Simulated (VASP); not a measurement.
Set up this calculation in VASP 6.6.1, as the native input.

| Item | Value |
| --- | --- |
| Task | relaxation of cell and atoms |
| Functional | PBE |
| Dispersion | D3(BJ) |
| Potentials or basis | VASP PAW PBE potentials, release 64 (Bi_d) |
| Cutoff | 600 eV |
| k mesh | 12 × 12 × 10 |
| Occupations | methfessel-paxton, width 0.1 eV |
| Spin | no spin polarisation |
| Further INCAR settings | ALGO = Normal; EDIFF = 1e-07; IBRION = 2; EDIFFG = -0.005; NSW = 90; ISIF = 3 |

The structure of Bi lies in POSCAR:

```
Bi                                      
1.0
    2.2642702953      1.3072770645      3.8908120252
   -2.2642702953      1.3072770645      3.8908120252
    0.0000000000     -2.6145541291      3.8908120252
  Bi            
     2
Direct
     0.2373168464933614    0.2373168464933614    0.2373168464933614
     0.7626831535066387    0.7626831535066387    0.7626831535066387
```

The input as run:

INCAR

```
SYSTEM = Bi
ALGO = Normal ; EDIFF = 1E-7
EDIFFG = -0.005 ; ENCUT = 600
GGA = PE ; IBRION = 2
ISIF = 3 ; ISMEAR = 1
IVDW = 12 ; KPAR = 2
LASPH = .TRUE. ; LCHARG = .FALSE.
LREAL = .FALSE. ; LWAVE = .FALSE.
NELM = 80 ; NSW = 90
PREC = Accurate ; SIGMA = 0.1
```

KPOINTS

```
k-points
0
G
  12 12 10
  0 0 0
```

Potentials or basis: VASP PAW PBE potentials, release 64 (Bi_d).

The run is started by

```sh
$ cat potpaw_PBE.64/Bi_d/POTCAR > POTCAR
$ mpirun -np 2 vasp_std > vasp.out
```

Results of the run:

| Quantity | Value |
| --- | --- |
| Relaxed volume | 34.57 Å³/atom |
| Relaxed cell | a = 4.686 Å, b = 4.686 Å, c = 4.686 Å, α = 57.83°, β = 57.83°, γ = 57.83° |
| Space group after relaxing (to 0.05 Å) | R-3m (No. 166) |
| Energy gained by relaxing | 0.0 meV/atom |
| Ionic steps | 3 |
| Pressure after relaxing | 0.0 GPa |
| Band gap on the k mesh | none (metal or under the smearing width) |
| Dispersion energy per atom | -0.462 eV |

Caveat: spin-orbit coupling is left out, which moves the levels of the heavy elements; pairwise dispersion overbinds metals, which lowers pressure and volume.

It took 5.2 min on 2 MPI ranks on Intel(R) Xeon(R) 6975P-C (Granite Rapids), on a shared host, peak memory 0.64 GiB a rank.
